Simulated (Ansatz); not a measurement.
# HfO2: Coordination and ¹⁷O quadrupole coupling

Cell: a Materials Project structure (computed, not necessarily an observed phase).

```cif
data_HfO2
_symmetry_space_group_name_H-M 'P2_12_12'
_symmetry_Int_Tables_number 18
_cell_length_a 5.0803
_cell_length_b 5.1649
_cell_length_c 4.8909
_cell_angle_alpha 90.000
_cell_angle_beta 90.000
_cell_angle_gamma 90.000
loop_
_atom_site_label
_atom_site_type_symbol
_atom_site_symmetry_multiplicity
_atom_site_Wyckoff_symbol
_atom_site_fract_x
_atom_site_fract_y
_atom_site_fract_z
Hf Hf 4 c 0.2774 0.2818 0.7279
O5 O 2 a 0.5000 0.5000 0.4244
O7 O 2 b 0.5000 0.0000 0.5109
O9 O 4 c 0.3132 0.6636 0.8955
```

One atom of each set is listed.

Computed with Ansatz: DFT, r2SCAN, plane waves and PAW (field gradients read without the response of the frozen cores, which leaves them typically 4 to 6 % off), scalar-relativistic, 500 eV cutoff, Γ-centred 4×4×4 k-points, Fermi–Dirac smearing 0.02 eV.

Q(¹⁷O) = -25.58 mb.

Question: Rank these O sites by |C_Q|, smallest first.
A. O9: 3 Hf at 1.99–2.25 Å; also 3 Hf at 3.12–3.30 Å
B. O7: 4 Hf at 2.13–2.15 Å
C. O5: 4 Hf at 2.16–2.18 Å

Answer: B (0.784 MHz, η = 0.72), C (1.47 MHz, η = 0.66), A (3.28 MHz, η = 0.47).

At O9 V_zz stands upright on the plane through its three neighbours (within 9°). Like point charges on the first shell alone (each adding as 1/d³) would give the same order, so the shape of the shell goes a long way to explain it.

Without spin–orbit coupling the gradients at and beside Hf can be off by some per cent, at some sites by more.
